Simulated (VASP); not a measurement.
Write the native input for VASP 6.6.1 that does the following.

- Task: band structure
- Functional: PBE
- Potentials or basis: VASP PAW PBE potentials, release 64 (Cd, S_h)
- Cutoff: 900 eV
- k mesh: 7 × 7 × 4
- Occupations: fermi-dirac, width 0.05 eV
- Spin: no spin polarisation
- Further INCAR settings: ALGO = Normal; EDIFF = 1e-07

The structure of CdS (Greenockite) lies in POSCAR:

```
CdS
1.0
    4.1500000000      0.0000000000      0.0000000000
   -2.0750000000      3.5940054257      0.0000000000
    0.0000000000      0.0000000000      6.7370000000
Cd S
2 2
Direct
    0.6666666667      0.3333333333      0.5000000000
    0.3333333333      0.6666666667      0.0000000000
    0.6666666667      0.3333333333      0.8750000000
    0.3333333333      0.6666666667      0.3750000000
```

These files were run (other wordings do the same):

INCAR

```
PREC = Accurate ; ENCUT = 900
EDIFF = 1E-7 ; ISMEAR = -1
SIGMA = 0.05 ; LREAL = F
LASPH = T ; NELM = 100
ALGO = Normal ; ISIF = 2
LWAVE = F ; LCHARG = F
GGA = PE
```

KPOINTS

```
Automatic mesh
0
Gamma
  7 7 4
```

KPOINTS_OPT

```
path GMKGALHA,LM,KH
15
line-mode
reciprocal
 0.0000000000  0.0000000000  0.0000000000  G
 0.5000000000  0.0000000000  0.0000000000  M

 0.5000000000  0.0000000000  0.0000000000  M
 0.3333333333  0.3333333333  0.0000000000  K

 0.3333333333  0.3333333333  0.0000000000  K
 0.0000000000  0.0000000000  0.0000000000  G

 0.0000000000  0.0000000000  0.0000000000  G
 0.0000000000  0.0000000000  0.5000000000  A

 0.0000000000  0.0000000000  0.5000000000  A
 0.5000000000  0.0000000000  0.5000000000  L

 0.5000000000  0.0000000000  0.5000000000  L
 0.3333333333  0.3333333333  0.5000000000  H

 0.3333333333  0.3333333333  0.5000000000  H
 0.0000000000  0.0000000000  0.5000000000  A

 0.5000000000  0.0000000000  0.5000000000  L
 0.5000000000  0.0000000000  0.0000000000  M

 0.3333333333  0.3333333333  0.0000000000  K
 0.3333333333  0.3333333333  0.5000000000  H
```

Potentials or basis: VASP PAW PBE potentials, release 64 (Cd, S_h).

Command:

```console
$ cat potpaw_PBE.64/Cd/POTCAR potpaw_PBE.64/S_h/POTCAR > POTCAR
$ mpirun -np 1 vasp_std > vasp.out
```

Results of the run:

The pressure is 2.4 GPa. The largest force is 0.070 eV/Å, the band gap on the k mesh is 1.20 eV, direct and the band gap along the path is 1.20 eV, direct.

Wall time 7.7 min on 1 thread of Intel(R) Xeon(R) Platinum 8375C CPU @ 2.90GHz (Ice Lake) (shared host), peak memory 0.39 GiB.
